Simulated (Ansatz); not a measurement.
Ti under changes of volume

One of the cells (17.636 Å³/atom); the others are scaled copies at fixed shape and fractional positions:

```xyz
2
Lattice="2.9500 0.0000 0.0000 -1.4750 2.5548 0.0000 0.0000 0.0000 4.6800" Properties=species:S:1:pos:R:3 pbc="T T T"
Ti    1.4750    0.8516    3.5100
Ti    0.0000    1.7032    1.1700
```

| Quantity | Value |
| --- | --- |
| Program | Ansatz 0.2.0 |
| Functional | PBEsol |
| Potentials or basis | all-electron LAPW, scalar-relativistic |
| Cutoff | 237 eV (chosen from the basis error) |
| Basis error allowed | 0.0005 eV/atom |
| k mesh | 10 × 10 × 6 |
| Occupations | fermi-dirac, width 0.05 eV |
| Spin | no spin polarisation |

```csv
volume (Å³/atom),energy over the lowest point (meV/atom),pressure (GPa)
16.577,0.00,1.1
16.930,0.47,-1.4
17.283,6.13,-3.7
17.636,16.51,-5.7
17.988,31.21,-7.6
18.341,?,?
18.694,72.06,-10.8
```

Task: What does the run at 18.341 Å³/atom give?

Result: Energy over the lowest point 49.84 meV/atom; pressure -9.3 GPa.

Worked out: A Birch-Murnaghan fit of order 3 (a polynomial in V^(-2/3)) to the other rows has its minimum at 16.72 Å³/atom with B0 = V·E''(V) = 118 GPa and B' = 3.4 at fixed shape and positions, which overstates the stiffness. It gives 49.84 meV/atom at 18.341 Å³/atom, against the run's 49.84, and -dE/dV = -9.3 GPa, against -9.3.

Energies are extrapolated to zero smearing.
